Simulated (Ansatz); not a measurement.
# Cd: pressure against volume

Aim: scale the cell of Cd up and down at fixed shape and fractional positions, and get the equilibrium volume and bulk modulus with LAPW, PAW and all-electron datasets made for the crystal.

Method: DFT PBE, scalar-relativistic, in Ansatz 0.2.0.

## (1) The system as given

The structure is hexagonal, space group P6_3/mmc (No. 194). The conventional cell has a = 2.979 Å, b = 2.979 Å, c = 5.618 Å, α = 90.00°, β = 90.00°, γ = 120.00°. Cd (site symmetry -6m2) is surrounded by 12 Cd at 2.98 to 3.29 Å.

Coordinates:

```
CELL_PARAMETERS angstrom
2.97887 0.00000 0.00000
-1.48944 2.57978 0.00000
0.00000 0.00000 5.61765
ATOMIC_POSITIONS crystal
Cd 0.33333 0.66667 0.25000
Cd 0.66667 0.33333 0.75000
```

Structure: COD 9008490, as refined from experiment and not relaxed.

Atoms are numbered in the order of the input: Cd1, Cd2.

## (2) Volume × 0.95, LAPW

input.yaml reads:

```yaml
crystal:
  lattice:
    - [2.9283733878, 0.0, 0.0]
    - [-1.4641866939, 2.5360457456, 0.0]
    - [0.0, 0.0, 5.5224171956]
  atoms:
    - { symbol: Cd, position: [0.3333333333, 0.6666666667, 0.25] }
    - { symbol: Cd, position: [0.6666666667, 0.3333333333, 0.75] }
kpoints:
  mp_grid: { grid: [14, 14, 7] }
scf:
  occupations: { method: fermi_dirac, width: 0.05 }
hamiltonian:
  xc: pbe
  pseudopotentials: { kind: all_electron, lapw: { basis_error: 0.00025 } }
output:
  forces: true
  stress: true
  eigenvalues: true
```

On the command line:

```console
> ansatz run input.yaml --threads 1 --pin off --max-ram 3072MiB --backend cpu --events-out ev --progress --plain --runs-dir out
```

## (3) Volume × 0.95, PAW

Edit input.yaml of step 2 so:

```diff
@@ -14,3 +14,3 @@
   xc: pbe
-  pseudopotentials: { kind: all_electron, lapw: { basis_error: 0.00025 } }
+  pseudopotentials: { kind: paw }
 output:
@@ -19 +19,2 @@
   eigenvalues: true
+  efg: { contact_densities: true }
```

## (4) Volume × 0.95, crystal datasets

Edit input.yaml of step 3 so:

```diff
@@ -14,3 +14,3 @@
   xc: pbe
-  pseudopotentials: { kind: paw }
+  pseudopotentials: { kind: all_electron, datasets: crystal }
 output:
```

## (5) Volume × 0.975, LAPW

input.yaml reads:

```yaml
crystal:
  lattice:
    - [2.9538387825, 0.0, 0.0]
    - [-1.4769193912, 2.5580994242, 0.0]
    - [0.0, 0.0, 5.5704406252]
  atoms:
    - { symbol: Cd, position: [0.3333333333, 0.6666666667, 0.25] }
    - { symbol: Cd, position: [0.6666666667, 0.3333333333, 0.75] }
kpoints:
  mp_grid: { grid: [14, 14, 7] }
scf:
  occupations: { method: fermi_dirac, width: 0.05 }
hamiltonian:
  xc: pbe
  pseudopotentials: { kind: all_electron, lapw: { basis_error: 0.00025 } }
output:
  forces: true
  stress: true
  eigenvalues: true
```

## (6) Volume × 0.975, PAW

Edit input.yaml of step 5 so:

```diff
@@ -14,3 +14,3 @@
   xc: pbe
-  pseudopotentials: { kind: all_electron, lapw: { basis_error: 0.00025 } }
+  pseudopotentials: { kind: paw }
 output:
@@ -19 +19,6 @@
   eigenvalues: true
+  efg: { contact_densities: true }
+  write_density: true
+  write_potential: true
+  elf: true
+  volumetric_format: npy
```

## (7) Volume × 1.025, LAPW

input.yaml reads:

```yaml
crystal:
  lattice:
    - [3.0034924056, 0.0, 0.0]
    - [-1.5017462028, 2.6011007233, 0.0]
    - [0.0, 0.0, 5.664078965]
  atoms:
    - { symbol: Cd, position: [0.3333333333, 0.6666666667, 0.25] }
    - { symbol: Cd, position: [0.6666666667, 0.3333333333, 0.75] }
kpoints:
  mp_grid: { grid: [14, 14, 7] }
scf:
  occupations: { method: fermi_dirac, width: 0.05 }
hamiltonian:
  xc: pbe
  pseudopotentials: { kind: all_electron, lapw: { basis_error: 0.00025 } }
output:
  forces: true
  stress: true
  eigenvalues: true
```

## (8) Volume × 1.025, PAW

Edit input.yaml of step 7 so:

```diff
@@ -14,3 +14,3 @@
   xc: pbe
-  pseudopotentials: { kind: all_electron, lapw: { basis_error: 0.00025 } }
+  pseudopotentials: { kind: paw }
 output:
@@ -19 +19,2 @@
   eigenvalues: true
+  efg: { contact_densities: true }
```

## (9) Volume × 1.05, LAPW

input.yaml reads:

```yaml
crystal:
  lattice:
    - [3.0277151646, 0.0, 0.0]
    - [-1.5138575823, 2.622078248, 0.0]
    - [0.0, 0.0, 5.7097589939]
  atoms:
    - { symbol: Cd, position: [0.3333333333, 0.6666666667, 0.25] }
    - { symbol: Cd, position: [0.6666666667, 0.3333333333, 0.75] }
kpoints:
  mp_grid: { grid: [14, 14, 7] }
scf:
  occupations: { method: fermi_dirac, width: 0.05 }
hamiltonian:
  xc: pbe
  pseudopotentials: { kind: all_electron, lapw: { basis_error: 0.00025 } }
output:
  forces: true
  stress: true
  eigenvalues: true
```

## (10) Volume × 1.05, PAW

Edit input.yaml of step 9 so:

```diff
@@ -14,3 +14,3 @@
   xc: pbe
-  pseudopotentials: { kind: all_electron, lapw: { basis_error: 0.00025 } }
+  pseudopotentials: { kind: paw }
 output:
@@ -19 +19,6 @@
   eigenvalues: true
+  efg: { contact_densities: true }
+  write_density: true
+  write_potential: true
+  elf: true
+  volumetric_format: npy
```

## (11) Volume × 1.05, crystal datasets

Edit input.yaml of step 10 so:

```diff
@@ -14,3 +14,3 @@
   xc: pbe
-  pseudopotentials: { kind: paw }
+  pseudopotentials: { kind: all_electron, datasets: crystal }
 output:
@@ -20,5 +20 @@
   efg: { contact_densities: true }
-  write_density: true
-  write_potential: true
-  elf: true
-  volumetric_format: npy
```

(Steps that only read results are left out.)

Before running it: what results should come out?

As calculated:

| quantity | value |
| --- | --- |
| pressure at 20.51 Å³/atom (LAPW) | 6.67 GPa |
| pressure at 22.66 Å³/atom (LAPW) | 0.39 GPa |

**Reading.** Over this range the mean stiffness −dP/dlnV is 63 GPa by LAPW; the pressure keeps one sign, so equilibrium lies outside the range. No thermal or zero-point expansion is included.
